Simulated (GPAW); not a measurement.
Bi2Se3 (Paraguanajuatite), 5 atoms in the cell. It takes space group R-3m (No. 166, trigonal). The conventional cell has a = 4.143 Å, b = 4.143 Å, c = 28.636 Å, α = 90.00°, β = 90.00°, γ = 120.00°. Bi (site symmetry 3m) has 6 Se at 2.85 to 3.07 Å as nearest neighbours. Around Se (site symmetry 3m) lie 3 Bi at 2.85 Å. Se (site symmetry -3m) has 6 Bi at 3.07 Å as nearest neighbours. 

- Program: GPAW 26.7.0
- Task: single point
- Functional: PBE
- Potentials or basis: GPAW PAW data sets (gpaw-data 1.2.1)
- Cutoff: 500 eV
- Basis: pw
- k mesh: 4 × 4 × 4
- Occupations: fermi-dirac, width 0.05 eV
- Spin: no spin polarisation
- Maxiter: 120
- Convergence: default

Potentials or basis: GPAW PAW data sets (gpaw-data 1.2.1), pw.

The run is started by

```console
$ OMP_NUM_THREADS=1 python run.py
```

Hardware: 1 thread of Intel(R) Xeon(R) Processor @ 2.50GHz (Skylake/Cascade Lake), on a shared host.

**Question.** Estimate the wall time of this run.

**Answer.** Wall time 5.1 min on 1 thread of Intel(R) Xeon(R) Processor @ 2.50GHz (Skylake/Cascade Lake), on a shared host, peak memory 0.49 GiB. Counts: scf iterations 10, plane waves 3626, bands 39, k points 13.
